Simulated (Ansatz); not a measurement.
Relaxed bulk TiAl:

```
Ti Al
1.0
     2.81056    0.00000    0.00000
     0.00000    2.81056    0.00000
     0.00000    0.00000    4.06500
Ti Al
1 1
Direct
  0.00000 0.00000 0.00000
  0.50000 0.50000 0.50000
```

Miller indices refer to the conventional cell of P4/mmm (No. 123), a = 2.811 Å, b = 2.811 Å, c = 4.065 Å, α = 90.00°, β = 90.00°, γ = 90.00°.

The (100) slab of 9 planes, 11.2 Å thick with 15 Å of vacuum as cut; outer planes Al (top) and Al (bottom).

These are results of DFT r2SCAN, scalar-relativistic, plane waves, PAW in Ansatz 0.2.0, not measurements. Cutoff 500 eV; k points 12×9×1 on the computed 9-atom cell (Γ-centred); Gaussian smearing, width 0.10 eV; no spin polarisation. The cell repeats along c with a dipole correction in the vacuum.

The slab isn't stoichiometric (Ti4Al5), so its surface energy depends on the chemical potentials; it is given with the excess atoms taken from the element's standard state, a limit at which the compound may itself be unstable, so the figure can be too low. The work function read from the bulk's Fermi level differs by 0.18 eV, so the slab's middle doesn't match the bulk reference (too thin, or relaxed to another structure or magnetic state).

With the atoms at the bulk's places:

```json
{
 "Surface energy with the excess atoms taken from the elements": "1.40 J/m²",
 "Work function": "4.09 eV"
}
```

Problem. What changes when all atoms relax within this surface cell and its symmetry?

Solution. The energy falls by 0.045 J/m² a face, and the largest move is 0.11 Å.

| Item | Value |
| --- | --- |
| Surface energy with the excess atoms taken from the elements | 1.35 J/m² |
| Work function | 4.17 eV |

```csv
plane (bottom to top),atoms,"spacing to next, bulk (Å)",relaxed (Å),change (%)
1,Al,1.405,1.293,-8.0
2,Ti,1.405,1.421,+1.1
3,Al,1.405,1.418,+0.9
4,Ti,1.405,1.378,-1.9
5,Al,1.405,1.378,-1.9
6,Ti,1.405,1.418,+0.9
7,Al,1.405,1.421,+1.1
8,Ti,1.405,1.293,-8.0
9,Al,,,
```